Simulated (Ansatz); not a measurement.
Runs of Ansatz 0.2.0 on SrCl2. The structure is cubic, space group Fm-3m (No. 225). Conventional cell: a = 6.977 Å, b = 6.977 Å, c = 6.977 Å, α = 90.00°, β = 90.00°, γ = 90.00°. Sr (site symmetry m-3m) has 8 Cl at 3.02 Å as nearest neighbours. Cl (site symmetry -43m) has 4 Sr at 3.02 Å as nearest neighbours. 

```csv
task,level,potentials or basis,k mesh,cutoff (eV),smearing,basis error allowed,gap on the mesh (eV),pressure (GPa)
single point,PBE,"all-electron LAPW, scalar-relativistic",7 × 7 × 7,156,fermi-dirac 0.05 eV,0.001 eV/atom,5.38,1.0
dielectric tensor,PBE,all-electron PAW datasets made for the crystal,7 × 7 × 7,250,fixed,-,5.38,-
band structure,LDA,"all-electron LAPW, scalar-relativistic",7 × 7 × 7,143,fermi-dirac 0.05 eV,0.002 eV/atom,(a),-2.8
single point,PBE,"all-electron LAPW, scalar-relativistic",4 × 4 × 4,144,fermi-dirac 0.03 eV,0.002 eV/atom,5.34,1.0
```

Alike in all rows: no spin polarisation; cell as given.

Question: Estimate the missing entries.

Answer: (a) 4.92.

Caveats: an odd mesh through Γ misses points on the zone boundary, where band edges often lie (some runs).

A k mesh can miss the band edges, and the runs leave out spin-orbit coupling on Sr.

Not every run made on this cell is shown here.
